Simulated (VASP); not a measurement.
Zn:

```xyz
2
Lattice="2.6700 0.0000 0.0000 -1.3350 2.3123 0.0000 0.0000 0.0000 4.9660" Properties=species:S:1:pos:R:3 pbc="T T T"
Zn    1.3350    0.7708    3.7245
Zn    0.0000    1.5415    1.2415
```

Base run:

```yaml
Program: VASP 6.6.1
Functional: PBE
Potentials_or_basis: VASP PAW PBE potentials, release 64 (Zn)
Cutoff: 520 eV
k_mesh: 11 × 11 × 6
Occupations: fermi-dirac, width 0.05 eV
Spin: no spin polarisation
```

Its results: band gap on the k mesh none (metal or under the smearing width); pressure -0.4 GPa.

Task: The run is repeated on the same cell with these changes: functional from PBE to PBEsol. What comes out?

Result: Band gap on the k mesh none (metal or under the smearing width); pressure -5.3 GPa.

PBEsol binds more tightly than PBE, so the same cell stands under less pressure.

Caveats: the PAW data sets were made with another functional, which shifts forces and pressure a little (some runs).

Not every run made on this cell is shown here.
